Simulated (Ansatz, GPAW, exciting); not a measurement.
**MgO: 3 runs at one level of theory**

```
Mg O
1.0
     0.00000    2.09700    2.09700
     2.09700    0.00000    2.09700
     2.09700    2.09700    0.00000
Mg O
1 1
Cartesian
  0.0000 0.0000 0.0000
  2.0970 2.0970 2.0970
```

The cell is a database's computed one, not the measured one.

Alike in all runs: task band structure; functional revPBE; k mesh 11 × 11 × 11; occupations fermi-dirac, width 0.05 eV; no spin polarisation; no spin-orbit coupling. Pressure is positive in compression and, in plane waves, holds the error of the finite cutoff. Gaps are the smaller of the mesh's and the band path's.

```tsv
program and potentials	plane-wave cutoff (eV)	notes	band gap (eV)	pressure (GPa)
Ansatz, all-electron LAPW, scalar-relativistic	-	-	4.95	10.80
exciting, all-electron LAPW+lo, shipped species files, valence relativity iora*	-	-	4.96	-
GPAW, the program's PAW data sets (release 1.2.1) made for this functional	800	-	4.98	11.07
```

The band gap spans 4.95 (Ansatz, all-electron LAPW, scalar-relativistic) to 4.98 eV (GPAW, the program's PAW data sets (release 1.2.1) made for this functional), with all-electron results at 4.95 to 4.96. The pressure spans 10.80 (Ansatz, all-electron LAPW, scalar-relativistic) to 11.07 GPa (GPAW, the program's PAW data sets (release 1.2.1) made for this functional), with all-electron results at 10.80. The cell lies far from this level's equilibrium.

The functional is the same throughout but for its coding, so the spread measures potentials, basis and numerics; runs on potential files found faulty are left out.
